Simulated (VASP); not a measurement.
# BN (Qingsongite) (F-43m) in VASP: notebook, part 2 of 2

VASP 6.6.1. The steps go on from the part before.

## (6) Comparison with measurements

Step 4. Against the measured gap of BN, 6.4 eV (indirect; 300 K; a printed reference work, monograph), the calculated 4.38 eV is off by -2.02 eV. The value is that of LDA on a finite k mesh, which can miss the band edges, without temperature or zero-point motion. Semilocal functionals fall short of measured gaps as a rule.
